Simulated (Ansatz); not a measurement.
SnS2, space group P-3m1, cell relaxations under several functionals

With the Ansatz DFT code, driven from Python.

Notebook, run cell by cell (the value of a cell's last expression is shown):

**Cell 1**
```python
import ansatz as az
import numpy as np
```

**Cell 2**
```python
def edges_and_angles(cell):
    cell = np.asarray(cell)
    a, b, c = np.linalg.norm(cell, axis=1)
    cosines = cell[1] @ cell[2] / (b * c), cell[0] @ cell[2] / (a * c), cell[0] @ cell[1] / (a * b)
    return (a, b, c, *np.degrees(np.arccos(cosines)))
```

**Cell 3**
```python
lattice = az.Lattice.of(
    [3.639, 0.0, 0.0],
    [-1.8195, 3.151466, 0.0],
    [0.0, 0.0, 5.868],
)
sites = [
    ('Sn', [0.0, 0.0, 0.0]),
    ('S', [1 / 3, 2 / 3, 0.25]),
    ('S', [2 / 3, 1 / 3, 0.75]),
]
cell = az.Crystal(lattice=lattice)
for symbol, position in sites:
    cell = cell.atom(symbol, position)
```

**Cell 4**
```python
[site.symbol for site in cell.resolved().sites]
```
Output:
```text
['Sn', 'S', 'S']
```

**Cell 5**
```python
base = cell.calculation()
base = base.occupations('Fixed')
base = base.kpoints(6, 6, 4, center='gamma')
base = base.relax(cell=True)
```

**Cell 6**
```python
levels = [('pbe', 'none'), ('pbe', 'd3bj'), ('r2scan', 'd4'), ('lda', 'none')]
print('level            a       b       c    alpha   beta  gamma  V/atom  steps')
for name, dispersion in levels:
    seen = []
    run = base.functional(name, dispersion=dispersion).session().plan()
    done = run.execute(on_event=lambda e: seen.append(e) if e['event'] == 'relax_step' else None)
    cell = done.lattice.cell_ang
    label = name if dispersion == 'none' else f'{name}+{dispersion}'
    print('{:13s} {:7.4f} {:7.4f} {:7.4f} {:6.2f} {:6.2f} {:6.2f}'.format(label, *edges_and_angles(cell)), f'{abs(np.linalg.det(cell)) / len(done.lattice.sites):7.3f} {len(seen):5d}')
```
Output:
```text
level            a       b       c    alpha   beta  gamma  V/atom  steps
DeckWarning: basis.ecutwfc = 420 eV, auto-derived from the records' recommended cutoffs: set by Sn (normal level)
pbe            3.7044  3.7044  6.9371  90.00  90.00 120.00  27.481    14
pbe+d3bj       3.6704  3.6704  5.8041  90.00  90.00 120.00  22.572     5
DeckWarning: basis.ecutwfc = 500 eV, auto-derived from the records' recommended cutoffs: set by Sn (their level for a meta-GGA)
r2scan+d4      3.6641  3.6641  6.0045  90.00  90.00 120.00  23.272     7
lda            3.6339  3.6339  5.7030  90.00  90.00 120.00  21.741     5
```

From smallest to largest: LDA (21.74 Å³ an atom, -3.1 % against the start), PBE+D3BJ (22.57 Å³ an atom, +0.6 % against the start), r2SCAN+D4 (23.27 Å³ an atom, +3.7 % against the start) and PBE (27.48 Å³ an atom, +22.5 % against the start). The spread is 26.4 % in volume.

The starting cell is as deposited in a crystallographic database; the results hold for this polymorph, which needn't be the stable one. Warnings are shown shortened and without file and line. Timing: 50 s on 1 thread of Arm Neoverse V2, on a shared host, peak memory 0.58 GiB.
